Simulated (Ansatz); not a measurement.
# Tl (bcc type): the cost of one run

Method: DFT PBE, with the methods named in each step, in Ansatz 0.2.0.

### 1 The system as given

The structure is cubic, space group Im-3m (No. 229). The conventional cell has a = 3.979 Å, b = 3.979 Å, c = 3.979 Å, α = 90.00°, β = 90.00°, γ = 90.00°. Around Tl (site symmetry m-3m) lie 8 Tl at 3.45 Å.

As a file:

```cif
data_structure
_symmetry_space_group_name_H-M 'P 1'
_symmetry_Int_Tables_number 1
_cell_length_a 3.4456
_cell_length_b 3.4456
_cell_length_c 3.4456
_cell_angle_alpha 109.471
_cell_angle_beta 109.471
_cell_angle_gamma 109.471
_cell_volume 31.49
loop_
_atom_site_label
_atom_site_type_symbol
_atom_site_fract_x
_atom_site_fract_y
_atom_site_fract_z
_atom_site_occupancy
Tl1 Tl 0.00000 0.00000 0.00000 1
```

The PAW steps are scalar-relativistic and only prepare the cells; LAPW drops relativity.

### 2 Bcc relaxed, PAW

input.yaml reads:

```yaml
crystal:
  lattice:
    - [-1.989339107, 1.989339107, 1.989339107]
    - [1.989339107, -1.989339107, 1.989339107]
    - [1.989339107, 1.989339107, -1.989339107]
  atoms:
    - { symbol: Tl, position: [0.0, 0.0, 0.0] }
kpoints:
  mp_grid: { grid: [15, 15, 15] }
scf:
  occupations: { method: fermi_dirac, width: 0.05 }
hamiltonian:
  xc: pbe
  pseudopotentials: { kind: paw }
output:
  forces: true
  stress: true
relax:
  f_tol: 0.005
  max_steps: 40
  cell: {}
```

The run is started by

```bash
$ ansatz run input.yaml --threads 1 --pin off --max-ram 3072MiB --backend cpu --events-out ev --progress --plain --runs-dir out
```

What time and memory should one allow on 1 thread of Arm Neoverse V1, shared host?

About 4.1 s, with a peak of 0.31 GiB.
